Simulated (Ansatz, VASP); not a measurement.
## One calculation of Al2O3, two programs

```
Al O
1.0
    -4.76604    4.76604    4.76604
     4.76604   -4.76604    4.76604
     4.76604    4.76604   -4.76604
Al O
4 6
Direct
  0.75000 0.75000 0.75000
  0.50000 0.00000 0.75000
  0.00000 0.75000 0.50000
  0.75000 0.50000 0.00000
  0.62500 0.87500 0.75000
  0.87500 0.75000 0.62500
  0.75000 0.62500 0.87500
  0.25000 0.87500 0.62500
  0.62500 0.25000 0.87500
  0.87500 0.62500 0.25000
```

Alike in both runs: functional PBE; k mesh 4 × 4 × 4; occupations gaussian, width 0.02 eV; no spin polarisation.

Ansatz relaxed the structure, and its values are those at the end. VASP's run is a single point on that final structure, the one shown.

```csv
,VASP,Ansatz
version,VASP 6.6.1,Ansatz 0.2.0
potentials or method,"VASP PAW PBE potentials, release 64 (Al, O)","scalar-relativistic, plane waves, PAW"
plane-wave cutoff (eV),520,420
valence electrons in the cell,48,48
```

|  | VASP | Ansatz | Ansatz less VASP |
| --- | --- | --- | --- |
| gap on the k mesh at the Fermi level (eV) | 4.01 | 4.02 | +0.008 |
| least direct gap on the mesh (eV) | 4.19 | 4.20 | +0.008 |
| pressure (GPa) | 0.0 | 0.0 | -0.02 |

Ansatz warned: «xc_potential_rough_in_thin_density».

A k mesh can miss the band edges. As with any semilocal functional, this PBE gap is likely too small.
